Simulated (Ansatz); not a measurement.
# HfN: further runs on the relaxed cell

Aim: for HfN, see whether it has a gap, which orbitals make up the states near it and how charge is shared and measure the bulk modulus from energies at several volumes.

Method: DFT PBEsol, scalar-relativistic, plane waves, PAW, in Ansatz 0.2.0.

1 further run of the same task is left out (set aside as unsound or not needed).

## 1. The system as given

It takes space group Fm-3m (No. 225, cubic). The conventional cell has a = 4.502 Å, b = 4.502 Å, c = 4.502 Å, α = 90.00°, β = 90.00°, γ = 90.00°. Hf (site symmetry m-3m) is surrounded by 6 N at 2.25 Å. N (site symmetry m-3m) has 6 Hf at 2.25 Å as nearest neighbours.

Coordinates:

```
Hf N
1.0
     0.00000    2.25087    2.25087
     2.25087    0.00000    2.25087
     2.25087    2.25087    0.00000
Hf N
1 1
Direct
  0.00000 0.00000 0.00000
  0.50000 0.50000 0.50000
```

This cell was relaxed beforehand with the same method: volume 11.40 Å³/atom, gap on the mesh none (metal).

## 2. Electronic structure at the relaxed geometry

Input file input.yaml:

```yaml
crystal:
  lattice:
    - [0.0, 2.2508709312, 2.2508709312]
    - [2.2508709312, 0.0, 2.2508709312]
    - [2.2508709312, 2.2508709312, 0.0]
  atoms:
    - { symbol: Hf, position: [0.0, 0.0, 0.0] }
    - { symbol: "N", position: [0.5, 0.5, 0.5] }
basis:
  ecutwfc: 420
kpoints:
  mp_grid: { grid: [16, 16, 16] }
  band_path:
    path:
      - [[0.0, 0.0, 0.0], [0.5, 0.0, 0.5], [0.625, 0.25, 0.625]]
      - [[0.375, 0.375, 0.75], [0.0, 0.0, 0.0], [0.5, 0.5, 0.5], [0.5, 0.25, 0.75], [0.5, 0.0, 0.5]]
    npoints: 14
hamiltonian:
  xc: pbesol
scf:
  occupations: { method: gaussian, width: 0.1 }
  n_extra_bands: 6
output:
  forces: true
  stress: true
  eigenvalues: true
  populations: true
  dos: { projected: true, de: 0.02, nscf_kmesh: { grid: [24, 24, 24] } }
  bader: true
```

The run is started by

```console
$ ansatz run input.yaml --threads 1 --pin off --max-ram 2560MiB --backend cpu --events-out ev --progress --plain --runs-dir out
```

Output (excerpt; [...] marks lines left out):

```text
Warning: RAYON_NUM_THREADS=1 ignored (pool sized by the plan → 1); use --threads N
scf.n_extra_bands = 6 over 16 filled bands (N_el = 31.0): the run solves 22 bands
[...]
Pseudopotentials: kind: paw
Pseudopotential: Hf, paw, valence charge 26, recommended cutoff 420 eV (normal), Hf.paw.azcp
Pseudopotential: N, paw, valence charge 5, recommended cutoff 420 eV (normal), N.paw.azcp
Functional definition: PBEsol
[...]
Crystal: 2 atoms, lattice volume = 22.808 Å³
Basis set: ecut = 420 eV, 459 PW (Γ), exchange–correlation on 48×48×48 points (8 copies of the dense FFT grid, shifted against one another)
Bands: 22, of which v1, the nominal top of the filled ones, is band 16 counted from 1 (15 counted from 0)
Symmetry: 48 space group operations
Space group: Fm-3m (ITA 225), of the structure as read, at distance tolerance 2.8e-5 Å
k-points: 145 of 4096
[...]
SCF iter   1: F=—  HF=-15980.255371 eV  |F-HF|=—  |Δ(HF+E_count)|=         —  Δρ=8.57e-3  dr2=1.47e-2  ethr=1.77e-3  ⟨swp⟩=5.0  Hψ=14315  notcnv=0  defer=1
[...]
SCF iter   7: F=-15980.251151 eV  HF=-15980.251151 eV  |F-HF|=4.36e-9  |Δ(HF+E_count)|=   5.91e-8  Δρ=4.45e-6  dr2=3.61e-9  ethr=1.90e-10  ⟨swp⟩=4.8  Hψ=10682  notcnv=0
[...]
NSCF: frozen V_eff on 86 k-points
NSCF: frozen V_eff on 413 k-points
SCF converged after 7 iterations
Free energy (F): -15980.251151 eV
[...]
E sigma→0 (E₀):  -15980.249615 eV
Entropy (-TS):   -0.003072 eV (-1.536 meV/atom)
Fermi energy:    23.965060 eV
[...]
--- Forces (eV/Å), atoms counted from 1 ---
  atom   1  Hf    -0.00000000     0.00000000    -0.00000000
  atom   2  N      0.00000000    -0.00000000    -0.00000000
[...]
--- Stress (GPa, compression-positive) ---
       -0.037483       0.000000      -0.000000
        0.000000      -0.037483      -0.000000
       -0.000000      -0.000000      -0.037483
  P = ⅓ Tr σ = -0.0375 GPa (-0.375 kbar)
--- Band table (eV; the first three rows and the last of 145) ---
  k-point 0: bands = ["-38.6654", "-7.0672", "-7.0672", "-7.0672", "6.4493", "11.3868", "11.3868", "11.3868", "11.4230", "11.5270", "11.5270", "11.5270", "21.0584", "21.0584", "21.0584", "23.5655", "23.5655", "23.5655", "25.8424", "25.9144", "25.9144", "33.4972"]
[...]
--- Löwdin populations: 2 sites ---
  site symbol       q [e]
     0     Hf     25.3069
     1      N      5.6368
  spilling = 0.001818 (of n_electrons = 31.000000)
--- Bader charges: 2 sites ---
  site symbol  charge [e]  shift [e]
     0     Hf      1.9045     0.0027
     1      N     -1.9045     0.0027
  estimated error of the sums over rays = 6.0e-4 e
```

Wall time 22 s (1 thread of AMD EPYC 7R43 (Zen 3), shared host); peak memory 0.44 GiB.

By site:

```csv
atom,Löwdin electrons,Bader charge (e),Bader volume (Å³)
Hf1,25.31,+1.90,11.3
N2,5.64,-1.90,11.5
```

bands.tsv at the labelled points (eV, zero at the Fermi level; the bands nearest the Fermi level):

| point | band 13 | band 14 | band 15 | band 16 | band 17 | band 18 | band 19 | band 20 |
| --- | --- | --- | --- | --- | --- | --- | --- | --- |
| Γ | -2.91 | -2.91 | -2.91 | -0.40 | -0.40 | -0.40 | 1.88 | 1.95 |
| X | -5.42 | -3.91 | -3.61 | -3.61 | 4.13 | 5.61 | 5.61 | 5.71 |
| U | -6.37 | -5.54 | -4.96 | -0.86 | 3.92 | 4.51 | 6.13 | 6.74 |
| K | -6.37 | -5.54 | -4.96 | -0.86 | 3.92 | 4.51 | 6.13 | 6.74 |
| Γ | -2.91 | -2.91 | -2.91 | -0.40 | -0.40 | -0.40 | 1.88 | 1.95 |
| L | -8.99 | -6.26 | -6.26 | 3.31 | 3.74 | 3.74 | 4.48 | 8.97 |
| W | -6.17 | -5.49 | -5.49 | 1.15 | 1.15 | 5.62 | 5.65 | 6.23 |
| X | -5.42 | -3.91 | -3.61 | -3.61 | 4.13 | 5.61 | 5.61 | 5.71 |

States per cell in windows of 1 eV, from dos.tsv and pdos.tsv (zero at the Fermi level):

```csv
from,to,total,Hf 5d,N 2p
-8,-7,0.84,0.25,0.46
-7,-6,0.91,0.25,0.56
-6,-5,2.75,0.83,1.79
-5,-4,1.03,0.29,0.70
-4,-3,0.25,0.05,0.19
-3,-2,0.16,0.10,0.05
-2,-1,0.31,0.22,0.08
-1,0,0.50,0.38,0.10
0,1,0.66,0.50,0.12
1,2,0.75,0.58,0.12
2,3,1.09,0.82,0.14
3,4,1.77,1.36,0.23
4,5,1.62,1.22,0.17
5,6,1.59,0.99,0.16
```

A further 24 or so states lie below the table's range.

## 3. Point at V/V0 = 0.97

Input file input.yaml:

```yaml
crystal:
  lattice:
    - [0.0, 2.2281333066, 2.2281333066]
    - [2.2281333066, 0.0, 2.2281333066]
    - [2.2281333066, 2.2281333066, 0.0]
  atoms:
    - { symbol: Hf, position: [0.0, 0.0, 0.0] }
    - { symbol: "N", position: [0.5, 0.5, 0.5] }
basis:
  ecutwfc: 420
kpoints:
  mp_grid: { grid: [16, 16, 16] }
hamiltonian:
  xc: pbesol
scf:
  occupations: { method: gaussian, width: 0.1 }
output:
  forces: true
  stress: true
  eigenvalues: true
```

The run is started by

```console
$ ansatz run input.yaml --threads 1 --pin off --max-ram 2560MiB --backend cpu --events-out ev --progress --plain --runs-dir out
```

Output (excerpt; [...] marks lines left out):

```text
Warning: RAYON_NUM_THREADS=1 ignored (pool sized by the plan → 1); use --threads N
[...]
[... 4 set-up lines as earlier in the session ...]
[...]
Crystal: 2 atoms, lattice volume = 22.123 Å³
Basis set: ecut = 420 eV, 411 PW (Γ), exchange–correlation on 48×48×48 points (8 copies of the dense FFT grid, shifted against one another)
Bands: 20, of which v1, the nominal top of the filled ones, is band 16 counted from 1 (15 counted from 0)
[... 2 set-up lines as earlier in the session ...]
k-points: 145 of 4096
[...]
SCF iter   1: F=—  HF=-15980.236963 eV  |F-HF|=—  |Δ(HF+E_count)|=         —  Δρ=9.44e-3  dr2=1.75e-2  ethr=1.77e-3  ⟨swp⟩=4.9  Hψ=12302  notcnv=0
[...]
SCF iter   6: F=-15980.232109 eV  HF=-15980.232109 eV  |F-HF|=5.71e-8  |Δ(HF+E_count)|=   1.44e-6  Δρ=2.49e-5  dr2=7.84e-8  ethr=3.23e-10  ⟨swp⟩=4.6  Hψ=14103  notcnv=0
[...]
SCF converged after 6 iterations
Free energy (F): -15980.232109 eV
[...]
E sigma→0 (E₀):  -15980.230577 eV
Entropy (-TS):   -0.003063 eV (-1.531 meV/atom)
Fermi energy:    24.722601 eV
[...]
--- Forces (eV/Å), atoms counted from 1 ---
  atom   1  Hf     0.00000000     0.00000000     0.00000000
  atom   2  N      0.00000000    -0.00000000     0.00000000
[...]
--- Stress (GPa, compression-positive) ---
        9.192471       0.000000      -0.000000
       -0.000000       9.192471      -0.000000
        0.000000       0.000000       9.192471
  P = ⅓ Tr σ = 9.1925 GPa (91.925 kbar)
--- Band table (eV; the first three rows and the last of 145) ---
  k-point 0: bands = ["-37.8194", "-6.2055", "-6.2055", "-6.2055", "7.0264", "12.2403", "12.2403", "12.2403", "12.2829", "12.3979", "12.3979", "12.3979", "21.7954", "21.7954", "21.7954", "24.2992", "24.2992", "24.2992", "26.7405", "26.7405"]
[...]
```

Run time: 3 s. Hardware: 1 thread of AMD EPYC 7R43 (Zen 3), shared host; peak memory 0.4 GiB.

## 4. The cell scaled to 1.03 of its volume

input.yaml: that of step 3 with these lines changed.

```diff
@@ -2,5 +2,5 @@
   lattice:
-    - [0.0, 2.2281333066, 2.2281333066]
-    - [2.2281333066, 0.0, 2.2281333066]
-    - [2.2281333066, 2.2281333066, 0.0]
+    - [0.0, 2.2731582314, 2.2731582314]
+    - [2.2731582314, 0.0, 2.2731582314]
+    - [2.2731582314, 2.2731582314, 0.0]
   atoms:
```

The run is started by

```console
$ ansatz run input.yaml --threads 1 --pin off --max-ram 2560MiB --backend cpu --events-out ev --progress --plain --runs-dir out
```

Output (excerpt; [...] marks lines left out):

```text
Warning: RAYON_NUM_THREADS=1 ignored (pool sized by the plan → 1); use --threads N
[...]
[... 4 set-up lines as earlier in the session ...]
[...]
Crystal: 2 atoms, lattice volume = 23.492 Å³
Basis set: ecut = 420 eV, 459 PW (Γ), exchange–correlation on 48×48×48 points (8 copies of the dense FFT grid, shifted against one another)
Bands: 20, of which v1, the nominal top of the filled ones, is band 16 counted from 1 (15 counted from 0)
[... 1 set-up line as earlier in the session ...]
Space group: Fm-3m (ITA 225), of the structure as read, at distance tolerance 2.9e-5 Å
k-points: 145 of 4096
[...]
SCF iter   1: F=—  HF=-15980.237605 eV  |F-HF|=—  |Δ(HF+E_count)|=         —  Δρ=8.04e-3  dr2=1.34e-2  ethr=1.77e-3  ⟨swp⟩=4.9  Hψ=12109  notcnv=0
[...]
SCF iter   7: F=-15980.233728 eV  HF=-15980.233728 eV  |F-HF|=1.67e-8  |Δ(HF+E_count)|=   1.26e-7  Δρ=5.41e-6  dr2=5.26e-9  ethr=2.35e-10  ⟨swp⟩=5.3  Hψ=11272  notcnv=0
[...]
SCF converged after 7 iterations
Free energy (F): -15980.233728 eV
[...]
E sigma→0 (E₀):  -15980.232182 eV
Entropy (-TS):   -0.003090 eV (-1.545 meV/atom)
Fermi energy:    23.246966 eV
[...]
--- Forces (eV/Å), atoms counted from 1 ---
  atom   1  Hf    -0.00000000     0.00000000     0.00000000
  atom   2  N      0.00000000     0.00000000    -0.00000000
[...]
--- Stress (GPa, compression-positive) ---
       -7.916625       0.000000       0.000000
        0.000000      -7.916625       0.000000
        0.000000      -0.000000      -7.916625
  P = ⅓ Tr σ = -7.9166 GPa (-79.166 kbar)
--- Band table (eV; the first three rows and the last of 145) ---
  k-point 0: bands = ["-39.4710", "-7.8854", "-7.8854", "-7.8854", "5.9078", "10.5750", "10.5750", "10.5750", "10.6058", "10.7000", "10.7000", "10.7000", "20.3660", "20.3660", "20.3660", "22.8693", "22.8693", "22.8693", "24.8474", "25.1311"]
[...]
```

It took 3.1 s on 1 thread of AMD EPYC 7R43 (Zen 3), shared host; peak memory 0.41 GiB.

## 5. Volume × 0.94

input.yaml: that of step 4 with these lines changed.

```diff
@@ -2,5 +2,5 @@
   lattice:
-    - [0.0, 2.2731582314, 2.2731582314]
-    - [2.2731582314, 0.0, 2.2731582314]
-    - [2.2731582314, 2.2731582314, 0.0]
+    - [0.0, 2.2049218967, 2.2049218967]
+    - [2.2049218967, 0.0, 2.2049218967]
+    - [2.2049218967, 2.2049218967, 0.0]
   atoms:
```

The run is started by

```console
$ ansatz run input.yaml --threads 1 --pin off --max-ram 2560MiB --backend cpu --events-out ev --progress --plain --runs-dir out
```

Output (excerpt; [...] marks lines left out):

```text
Warning: RAYON_NUM_THREADS=1 ignored (pool sized by the plan → 1); use --threads N
[...]
[... 4 set-up lines as earlier in the session ...]
[...]
Crystal: 2 atoms, lattice volume = 21.439 Å³
Basis set: ecut = 420 eV, 411 PW (Γ), exchange–correlation on 48×48×48 points (8 copies of the dense FFT grid, shifted against one another)
Bands: 20, of which v1, the nominal top of the filled ones, is band 16 counted from 1 (15 counted from 0)
[... 2 set-up lines as earlier in the session ...]
k-points: 145 of 4096
[...]
SCF iter   1: F=—  HF=-15980.176348 eV  |F-HF|=—  |Δ(HF+E_count)|=         —  Δρ=1.07e-2  dr2=2.24e-2  ethr=1.77e-3  ⟨swp⟩=4.9  Hψ=12601  notcnv=0
[...]
SCF iter   7: F=-15980.170386 eV  HF=-15980.170386 eV  |F-HF|=1.30e-9  |Δ(HF+E_count)|=   1.93e-8  Δρ=5.85e-6  dr2=4.90e-9  ethr=3.23e-10  ⟨swp⟩=5.4  Hψ=11236  notcnv=0
[...]
SCF converged after 7 iterations
Free energy (F): -15980.170386 eV
[...]
E sigma→0 (E₀):  -15980.168855 eV
Entropy (-TS):   -0.003062 eV (-1.531 meV/atom)
Fermi energy:    25.523085 eV
[...]
--- Forces (eV/Å), atoms counted from 1 ---
  atom   1  Hf    -0.00000000     0.00000000    -0.00000000
  atom   2  N      0.00000000    -0.00000000     0.00000000
[...]
--- Stress (GPa, compression-positive) ---
       20.012147       0.000000       0.000000
        0.000000      20.012147       0.000000
       -0.000000       0.000000      20.012147
  P = ⅓ Tr σ = 20.0121 GPa (200.121 kbar)
--- Band table (eV; the first three rows and the last of 145) ---
  k-point 0: bands = ["-36.9302", "-5.2970", "-5.2970", "-5.2970", "7.6428", "13.1372", "13.1372", "13.1372", "13.1874", "13.3149", "13.3149", "13.3149", "22.5767", "22.5767", "22.5767", "25.0732", "25.0732", "25.0732", "27.6128", "27.6128"]
[...]
```

Wall time 3.1 s (1 thread of AMD EPYC 7R43 (Zen 3), shared host); peak memory 0.4 GiB.

## 6. The cell scaled to 1.06 of its volume

input.yaml: that of step 5 with these lines changed.

```diff
@@ -2,5 +2,5 @@
   lattice:
-    - [0.0, 2.2049218967, 2.2049218967]
-    - [2.2049218967, 0.0, 2.2049218967]
-    - [2.2049218967, 2.2049218967, 0.0]
+    - [0.0, 2.2950168631, 2.2950168631]
+    - [2.2950168631, 0.0, 2.2950168631]
+    - [2.2950168631, 2.2950168631, 0.0]
   atoms:
```

The run is started by

```console
$ ansatz run input.yaml --threads 1 --pin off --max-ram 2560MiB --backend cpu --events-out ev --progress --plain --runs-dir out
```

Output (excerpt; [...] marks lines left out):

```text
Warning: RAYON_NUM_THREADS=1 ignored (pool sized by the plan → 1); use --threads N
[...]
[... 4 set-up lines as earlier in the session ...]
[...]
Crystal: 2 atoms, lattice volume = 24.176 Å³
Basis set: ecut = 420 eV, 459 PW (Γ), exchange–correlation on 48×48×48 points (8 copies of the dense FFT grid, shifted against one another)
Bands: 20, of which v1, the nominal top of the filled ones, is band 16 counted from 1 (15 counted from 0)
[... 2 set-up lines as earlier in the session ...]
k-points: 145 of 4096
[...]
SCF iter   1: F=—  HF=-15980.188964 eV  |F-HF|=—  |Δ(HF+E_count)|=         —  Δρ=7.86e-3  dr2=1.34e-2  ethr=1.77e-3  ⟨swp⟩=4.8  Hψ=11930  notcnv=0
[...]
SCF iter   7: F=-15980.185192 eV  HF=-15980.185192 eV  |F-HF|=5.28e-9  |Δ(HF+E_count)|=   5.62e-8  Δρ=5.73e-6  dr2=5.83e-9  ethr=3.06e-10  ⟨swp⟩=5.2  Hψ=11072  notcnv=0
[...]
SCF converged after 7 iterations
Free energy (F): -15980.185192 eV
[...]
E sigma→0 (E₀):  -15980.183633 eV
Entropy (-TS):   -0.003117 eV (-1.559 meV/atom)
Fermi energy:    22.565162 eV
[...]
--- Forces (eV/Å), atoms counted from 1 ---
  atom   1  Hf    -0.00000000     0.00000000    -0.00000000
  atom   2  N      0.00000000    -0.00000000     0.00000000
[...]
--- Stress (GPa, compression-positive) ---
      -14.652164       0.000000       0.000000
        0.000000     -14.652164       0.000000
        0.000000       0.000000     -14.652164
  P = ⅓ Tr σ = -14.6522 GPa (-146.522 kbar)
--- Band table (eV; the first three rows and the last of 145) ---
  k-point 0: bands = ["-40.2388", "-8.6634", "-8.6634", "-8.6634", "5.3985", "9.8016", "9.8016", "9.8016", "9.8280", "9.9135", "9.9135", "9.9135", "19.7126", "19.7126", "19.7126", "22.2075", "22.2075", "22.2075", "23.9070", "24.3872"]
[...]
```

Run time: 3.1 s. Hardware: 1 thread of AMD EPYC 7R43 (Zen 3), shared host; peak memory 0.39 GiB.

## 7. Equation of state

```
volume (Å³/atom)  energy above the lowest point (meV/atom)  pressure (GPa)  gap on the mesh (eV)
          10.720                                      40.4           20.01                  0.00
          11.062                                       9.5            9.19                  0.00
          11.404                                       0.0           -0.04                  0.00
          11.746                                       8.7           -7.92                  0.00
          12.088                                      33.0          -14.65                  0.00
```

## 8. Summary of results

```
                     quantity                 value
                          gap          none (metal)
    states at the Fermi level  0.60 per eV per cell
                Bader charges   Hf +1.90, N -1.90 e
equilibrium volume of the fit         11.40 Å³/atom
                 bulk modulus               284 GPa
      its pressure derivative                   4.3
```

**Reading.** There is no gap at this level. Of the projected weight within 0.25 eV of the Fermi level, the largest part is Hf 5d (78 %). Bader charges reach 1.9 e, so charge transfer in this metal is strong. The fit puts the minimum at 11.40 Å³/atom with B = 284 GPa and B' = 4.3. These runs have no spin-orbit coupling; with Hf it would split and shift bands. Spin polarisation is off in the runs that give these values; a magnetic solution could lie lower.
